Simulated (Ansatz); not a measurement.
## Ag: what a missing neighbour costs

Theory: Ansatz, DFT PBEsol, scalar-relativistic, plane waves, PAW.

Cutoff 420 eV, Γ-centred meshes of like density (1×1×8 for the 9-atom cell), Gaussian smearing of 0.05 eV, energies at zero smearing and 0 K, each start's symmetry kept, no spin polarisation.

Bulk Ag (Fm-3m) has 12 nearest neighbours at 2.87 Å and a cohesive energy of 3.09 eV against the spin-polarised free atom. These structures stand in vacuum and were relaxed; neighbours count within 1.1 bulk bonds.

```csv
start,atoms × neighbours,mean bond (Å),energy over bulk (eV/atom)
"[111] wire, 9 host atoms a period","3×5, 5×6, 1×7",2.76,1.00
"[111] wire, 13 host atoms a period","6×5, 6×7, 1×12",2.78,0.93
```

Question: Compare two estimates without free parameters: bonds of fixed strength, and a band energy that grows as the square root of coordination.

Answer: With fixed bonds an atom with z neighbours loses E_coh(1 − z/12); in the second-moment picture the band narrows as √z and it loses E_coh(1 − √(z/12)). Averaged over the atoms, in eV:
```
                             start fixed bonds square root computed
 [111] wire, 9 host atoms a period         1.60         0.95      1.00
[111] wire, 13 host atoms a period         1.43         0.84      0.93
```

The rms misses are 0.55 and 0.07 eV. Fixed bonds overshoot every row: the bonds that remain grow stronger when neighbours are missing, which the square root overdoes here, though it misses by less, and the bonds shorten by up to 4 %. What is left over reflects bond lengths, electronic shells, hybridisation and moments, which neither estimate holds.

Each run keeps its start's symmetry and one magnetic start, so lower states can exist.

Cost: 2 runs of about 18 core-minutes in all, on Intel Xeon Platinum 8259CL (Skylake/Cascade Lake) (shared hosts).